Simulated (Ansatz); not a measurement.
**CdTe: energy along a strain**

CdTe, F-43m, a = 6.617 Å. Ansatz: PBE, PAW, 420 eV, Γ-centred 10×10×10 mesh on 2 atoms, Gaussian smearing 0.05 eV; no spin polarisation. Cell vectors (Å): 0.000 3.309 3.309; 3.309 0.000 3.309; 3.309 3.309 0.000. The cell is strained by x per cent times the pattern (0 1 0 0 0 0) in the order xx yy zz yz xz xy (engineering shears), with fractional coordinates held. y is the free energy over the start, V0 = 36.222 Å³/atom. Points with a strain past 8.5 % were computed too (3) and aren't used here.

```
x (%) y (meV/atom)
-7.50             ?
-5.00         13.75
-2.50          3.41
 0.00          0.00
 2.50          3.11
 5.00         12.34
 7.50         27.27
```

Question: Fit y = c1 x + c2 x² + c3 x³ to the other rows, get the stiffness along the pattern, and predict the missing energy.

Answer: Least squares on the rows shown. y = −0.032350 x + 0.52177 x² − 0.0043531 x³. The clamped-ion stiffness p·C·p = 2 × 5.218 eV × 160.2 / 36.222 Å³ = 46 GPa, which is C22 in these axes (C11 of the cubic crystal); c1 is there for the stress left in the start, which by itself gives a slope of -0.03 meV/atom per %. At x = -7.50 the fit asked for gives 31.43 meV/atom. The run gave 31.40 meV/atom, so the fit is 0.03 meV/atom too high, a small miss on the scale of the series.